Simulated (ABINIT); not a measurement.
# Quasiparticle gap of AlAs (F-43m) in ABINIT

How does a plane-wave GW calculation on AlAs (F-43m) run from the first input to the gap?

Main program and level: ABINIT 10.8.3; PBE and many-body steps on it, plane waves.

**What was measured.**

- Gap 3.018 eV: lowest direct gap at Gamma; earlier measurement quoted from literature, technique not stated; 300 K; bulk crystal (pure AlAs, literature value used as model input) (quoted in “Simultaneous Measurement of Mid-Infrared Refractive Indices in Thin-Film Heterostructures: Methodology and Results for GaAs/AlGaAs”, 2023, arxiv:2301.08293).

This is a report of a sequence of runs, with most program output left out.

## 1. The starting structure

It takes space group F-43m (No. 216, cubic). Conventional cell: a = 5.661 Å, b = 5.661 Å, c = 5.661 Å, α = 90.00°, β = 90.00°, γ = 90.00°. Nearest to Al lie 4 As at 2.45 Å. Nearest to As lie 4 Al at 2.45 Å. Farther neighbours are not listed.

Structure file:

```cif
data_structure
_symmetry_space_group_name_H-M 'F-43m'
_symmetry_Int_Tables_number 216
_cell_length_a 5.6608
_cell_length_b 5.6608
_cell_length_c 5.6608
_cell_angle_alpha 90.000
_cell_angle_beta 90.000
_cell_angle_gamma 90.000
_cell_volume 181.40
loop_
_atom_site_label
_atom_site_type_symbol
_atom_site_symmetry_multiplicity
_atom_site_Wyckoff_symbol
_atom_site_fract_x
_atom_site_fract_y
_atom_site_fract_z
_atom_site_occupancy
Al1 Al 4 a 0.00000 0.00000 0.00000 1
As1 As 4 d 0.25000 0.25000 0.75000 1
```

The cell and positions come from the Crystallography Open Database and are kept as given unless a step says otherwise.

## 2. Ground state

This step: ABINIT 10.8.3; DFT, PBE, plane waves, norm-conserving pseudopotentials.

The ground-state density comes first.

run.abi

```
acell 3*1.0 Angstrom
rprim 
  0.000000000000 2.830400000000 2.830400000000
  2.830400000000 0.000000000000 2.830400000000
  2.830400000000 2.830400000000 -0.000000000000
ntypat 2
znucl 13 33
natom 2
typat 1 2
xred 
  0.000000000000 0.000000000000 0.000000000000
  0.250000000000 0.250000000000 0.250000000000
pp_dirpath "pseudos"
pseudos "Al.upf, As.upf"
ecut 44
ngkpt 6 6 6
nshiftk 1
shiftk 0 0 0
kptopt 1
chksymbreak 0
nband 18
occopt 1
tolvrs 1e-10
nstep 60
prtwf 0
optforces 0
optstress 0
indata_prefix "in"
outdata_prefix "out"
tmpdata_prefix "tmp"
```

On the command line:

```bash
$ OMP_NUM_THREADS=1 mpirun -n 4 abinit run.abi > log
```

Run time: 14 s. Hardware: 4 MPI ranks of Arm Neoverse V1, shared host; peak memory 0.39 GiB; 57 s of CPU time.

Numbers from this step:

```
total energy               : -8370.2986 eV
gap                        : 1.436 eV
k of the valence top       : 0, 0, 0
k of the conduction bottom : 0.5, 0.5, 0
least direct gap           : 2.044 eV
```

The gap is indirect, with the least direct gap 0.61 eV higher.

## 3. Bands along the symmetry lines

Levels along a band path, at the cheap level, show where the edges lie and whether the meshes to come will hold them.

run.abi

```
acell 3*1.0 Angstrom
rprim 
  0.000000000000 2.830400000000 2.830400000000
  2.830400000000 0.000000000000 2.830400000000
  2.830400000000 2.830400000000 -0.000000000000
ntypat 2
znucl 13 33
natom 2
typat 1 2
xred 
  0.000000000000 0.000000000000 0.000000000000
  0.250000000000 0.250000000000 0.250000000000
pp_dirpath "pseudos"
pseudos "Al.upf, As.upf"
ecut 44
iscf -2
irdden 1
kptopt 0
nkpt 50
kpt 
  0.00000000 0.00000000 0.00000000
  -0.06250000 -0.06250000 0.00000000
  -0.12500000 -0.12500000 0.00000000
  -0.18750000 -0.18750000 0.00000000
  -0.25000000 -0.25000000 0.00000000
  -0.31250000 -0.31250000 0.00000000
  -0.37500000 -0.37500000 0.00000000
  -0.43750000 -0.43750000 0.00000000
  -0.50000000 -0.50000000 0.00000000
  -0.48437500 -0.48437500 0.03125000
  -0.46875000 -0.46875000 0.06250000
  -0.45312500 -0.45312500 0.09375000
  -0.43750000 -0.43750000 0.12500000
  -0.42187500 -0.42187500 0.15625000
  -0.40625000 -0.40625000 0.18750000
  -0.39062500 -0.39062500 0.21875000
  -0.37500000 -0.37500000 0.25000000
  -0.37500000 0.00000000 0.37500000
  -0.32812500 0.00000000 0.32812500
  -0.28125000 0.00000000 0.28125000
  -0.23437500 0.00000000 0.23437500
  -0.18750000 0.00000000 0.18750000
  -0.14062500 0.00000000 0.14062500
  -0.09375000 0.00000000 0.09375000
  -0.04687500 0.00000000 0.04687500
  0.00000000 0.00000000 0.00000000
  0.00000000 0.00000000 0.06250000
  0.00000000 0.00000000 0.12500000
  0.00000000 0.00000000 0.18750000
  0.00000000 0.00000000 0.25000000
  0.00000000 0.00000000 0.31250000
  0.00000000 0.00000000 0.37500000
  0.00000000 0.00000000 0.43750000
  -0.00000000 -0.00000000 0.50000000
  -0.06250000 -0.03125000 0.46875000
  -0.12500000 -0.06250000 0.43750000
  -0.18750000 -0.09375000 0.40625000
  -0.25000000 -0.12500000 0.37500000
  -0.31250000 -0.15625000 0.34375000
  -0.37500000 -0.18750000 0.31250000
  -0.43750000 -0.21875000 0.28125000
  -0.50000000 -0.25000000 0.25000000
  -0.50000000 -0.28125000 0.21875000
  -0.50000000 -0.31250000 0.18750000
  -0.50000000 -0.34375000 0.15625000
  -0.50000000 -0.37500000 0.12500000
  -0.50000000 -0.40625000 0.09375000
  -0.50000000 -0.43750000 0.06250000
  -0.50000000 -0.46875000 0.03125000
  -0.50000000 -0.50000000 0.00000000
istwfk *1
nband 23
nbdbuf 5
tolwfr 1e-07
nstep 50
prtwf 0
prtvol 0
indata_prefix "in"
outdata_prefix "out"
tmpdata_prefix "tmp"
```

Wall time 20 s (4 MPI ranks); peak memory 0.35 GiB.

Numbers from this step:

```
gap                        : 1.436 eV
k of the valence top       : 0, 0, 0
k of the conduction bottom : -0.5, -0.5, 0
least direct gap           : 2.044 eV
```

The gap is 1.436 eV, as in the run before at this level.

The electronic bands at the labelled points (eV, zero at the top of the highest filled band):

```
    point  band 10  band 11  band 12  band 13  band 14  band 15  band 16  band 17
        Γ   -11.87     0.00     0.00     0.00     2.04     4.29     4.29     4.29
  halfway   -11.10    -3.21    -1.34    -1.34     2.59     3.78     6.84     6.84
        X    -9.91    -5.43    -2.17    -2.17     1.44     2.30    10.32    10.32
  halfway    -9.90    -5.35    -2.71    -2.08     1.80     3.03     9.53     9.58
        U    -9.94    -5.17    -3.41    -1.80     2.24     4.98     8.18     8.33
jump to K    -9.94    -5.17    -3.41    -1.80     2.24     4.98     8.18     8.33
  halfway   -11.03    -3.68    -2.00    -0.46     3.71     4.97     5.18     5.93
        Γ   -11.87     0.00     0.00     0.00     2.04     4.29     4.29     4.29
  halfway   -11.30    -3.39    -0.48    -0.48     2.61     4.92     4.92     6.45
        L   -10.46    -5.57    -0.83    -0.83     2.14     4.69     4.69     7.76
  halfway   -10.20    -5.26    -2.69    -1.54     3.67     4.25     6.69     7.66
        W    -9.88    -5.08    -3.18    -2.82     4.33     5.65     5.71     6.07
  halfway    -9.89    -5.28    -2.69    -2.54     2.50     3.41     8.13     8.86
        X    -9.91    -5.43    -2.17    -2.17     1.44     2.30    10.32    10.32
```

## 4. Empty states on the mesh, 4×4×4 mesh, 1172 bands

The sums over transitions need many empty states on a uniform mesh; this step solves for them.

run.abi

```
acell 3*1.0 Angstrom
rprim 
  0.000000000000 2.830400000000 2.830400000000
  2.830400000000 0.000000000000 2.830400000000
  2.830400000000 2.830400000000 -0.000000000000
ntypat 2
znucl 13 33
natom 2
typat 1 2
xred 
  0.000000000000 0.000000000000 0.000000000000
  0.250000000000 0.250000000000 0.250000000000
pp_dirpath "pseudos"
pseudos "Al.upf, As.upf"
ecut 44
ngkpt 4 4 4
nshiftk 1
shiftk 0 0 0
kptopt 1
chksymbreak 0
irdden 1
istwfk *1
nband 1172
prtvol 0
optdriver 6
gwr_task "HDIAGO"
paral_kgb 0
occopt 1
indata_prefix "in"
outdata_prefix "out"
tmpdata_prefix "tmp"
```

Run time: 2.1 min. Hardware: 4 MPI ranks; peak memory 4.4 GiB; 8.5 min of CPU time.

Numbers from this step:

```
gap                                                           : 1.436 eV
k of the valence top                                          : 0, 0, 0
k of the conduction bottom                                    : 0.5, 0.5, 0
least direct gap                                              : 2.044 eV
k points computed                                             : 8
lowest point of the top converged band, above the valence top : 488.0315 eV
```

On this mesh the gap is 1.436 eV.

## 5. Screening, 4×4×4 mesh, 806 bands, screening to 466.9 eV

The RPA dielectric matrix is built and inverted for each q.

This step: RPA screening on PBE, plane waves, norm-conserving pseudopotentials.

run.abi: that of step 4 with these lines changed.

```diff
@@ -20,10 +20,11 @@
 chksymbreak 0
-irdden 1
 istwfk *1
-nband 1172
-prtvol 0
-optdriver 6
-gwr_task "HDIAGO"
-paral_kgb 0
 occopt 1
+irdwfk 1
+optdriver 3
+nband 806
+ecuteps 17.16
+inclvkb 2
+awtr 1
+symchi 1
 indata_prefix "in"
```

Run time: 34 min. Hardware: 4 MPI ranks; peak memory 7.8 GiB.

This step gave:

| Property | Result |
| --- | --- |
| ε∞ with local fields, on this mesh, along the program's q direction | 14.23 |
| the same without local fields | 15.97 |
| plasma frequency | 28.12 eV |
| plane waves in the screening matrix | 1037 |

Local fields lower ε∞ by 11 %. On a Γ-centred mesh this coarse the value itself is usually too large, while a short band sum pulls it down.

## 6. Self-energy, 4×4×4 mesh, 806 bands, screening to 466.9 eV

The self-energy is evaluated for the states that the input lists, and the levels follow from it, in one-shot runs by the linearised quasiparticle equation.

This step: G0W0 on PBE, plane waves, norm-conserving pseudopotentials.

run.abi: that of step 5 with these lines changed.

```diff
@@ -23,8 +23,19 @@
 irdwfk 1
-optdriver 3
+optdriver 4
 nband 806
+gwcalctyp 0
+ecutsigx 44
+symsigma 1
+nkptgw 3
+kptgw 
+  0.0000000000 0.0000000000 0.0000000000
+  0.5000000000 0.5000000000 0.0000000000
+  0.5000000000 0.0000000000 0.0000000000
+bdgw 
+  11 17
+  12 15
+  12 16
 ecuteps 17.16
-inclvkb 2
-awtr 1
-symchi 1
+irdscr 1
+ppmodel 1
 indata_prefix "in"
```

Wall time 29 min (4 MPI ranks); peak memory 9.3 GiB.

This step gave:

| Property | Result |
| --- | --- |
| G0W0 gap on the points computed | 2.092 eV |
| starting gap on the mesh | 1.436 eV |
| k of the valence top | 0, 0, 0 |
| k of the conduction bottom | 0.5, 0.5, 0 |
| Z at the valence top | 0.785 |
| Z at the conduction bottom | 0.803 |
| least direct G0W0 gap on the computed points | 2.809 eV |

The gap on the mesh goes from 1.44 eV to 2.09 eV, a correction of +0.66 eV.

Limits: finite bands, cutoff and mesh; no spin-orbit coupling; coarse k mesh. v1 is the top filled band, c1 the lowest empty one. Levels before and after the correction, in eV, zero at the valence-band top of each column:

```
           conduction bottom  valence top
Kohn-Sham               1.44         0.00
     G0W0               2.09         0.00
```

```
                       level  energy (eV)
Kohn-Sham            Γ v3-v1        0.000
Kohn-Sham               Γ c1        2.044
Kohn-Sham            Γ c2-c4        4.293
Kohn-Sham  (0.5 0.5 0) v2-v1       -2.173
Kohn-Sham     (0.5 0.5 0) c1        1.436
Kohn-Sham     (0.5 0.5 0) c2        2.301
     G0W0            Γ v3-v1        0.000
     G0W0               Γ c1        2.809
     G0W0            Γ c2-c4        5.095
     G0W0  (0.5 0.5 0) v2-v1       -2.306
     G0W0     (0.5 0.5 0) c1        2.092
     G0W0     (0.5 0.5 0) c2        3.073
```

## 7. Where the time went

Times are wall times on 4 MPI ranks of Arm Neoverse V1, shared host, good to a factor of about two.

```
                          step     time  share  memory (GiB)
                  ground state     14 s    0 %          0.39
bands along the symmetry lines     20 s    1 %          0.35
      empty states on the mesh  2.1 min    3 %           4.4
                     screening   34 min   52 %           7.8
                   self-energy   29 min   44 %           9.3
```

## 8. Summary of results

* PBE gap: 1.44 eV, indirect
* G0W0 gap on the mesh: 2.09 eV
* GW settings: 4×4×4 mesh, 806 bands, screening to 466.9 eV, Godby-Needs plasmon pole
* known limits: not at the basis limit; no spin-orbit coupling; coarse k mesh

What this shows: G0W0 moves the gap on the mesh from 1.44 eV to 2.09 eV (+0.66 eV), with Z of 0.79 and 0.80 at the edges. Local fields lower the RPA ε∞ on this mesh from 15.97 to 14.23; a Γ-centred mesh this coarse tends to raise both, most where the direct gap is narrow, while a short band sum lowers them. Only 3 of the mesh's irreducible points were corrected, so a valley elsewhere could overtake. Against experiment, by G0W0@PBE: the direct gap of 2.81 eV lies −0.21 eV from the measured 3.018 eV (direct, 300 K, quoted 2023). An exciton line or allowed optical edge lies below the quasiparticle gap by the binding energy; a forbidden edge can push the onset above it. The calculation has static nuclei and no excitons; a measured gap holds zero-point and thermal motion, which mostly lowers it. Bands and cutoff are finite, so the gap is not at the basis limit. The miss can reach some tenths of an eV and take either sign; the mesh is an error of its own. In the G0W0 run levels were corrected at 3 k points alone, so a gap called «on the mesh» is the least over those, and an edge elsewhere would be missed. The 4×4×4 mesh is coarse for this cell, which bears on the long-range parts of exchange and screening. The many-body steps are scalar-relativistic: spin-orbit coupling is not in them.

[Paths, hosts, dates, memory and timing lines, banners, echoed tables and standing remarks are left out of the program output.]

[Logs are printed without paths, hosts, clocks, repeated set-up lines and the standing remarks that a program may print on its own settings, such as how far it seeks lower states.]

[Runs of the session that timed out or met a known fault of the program may be left out.]

[Hosts, paths, dates, database ids (printed as entryN), source tags and the programs' standing remarks are cut or masked in the printed files.]

[G0W0 gaps are taken among the corrected bands and points alone; a level outside them can change the order at an edge.]

[Where Ansatz stands beside ABINIT at settings called matched, ABINIT's density can come from a denser mesh and the files from another edition; pairs whose starting gaps differed by over 0.03 eV were left out, so agreement reads better than it is.]
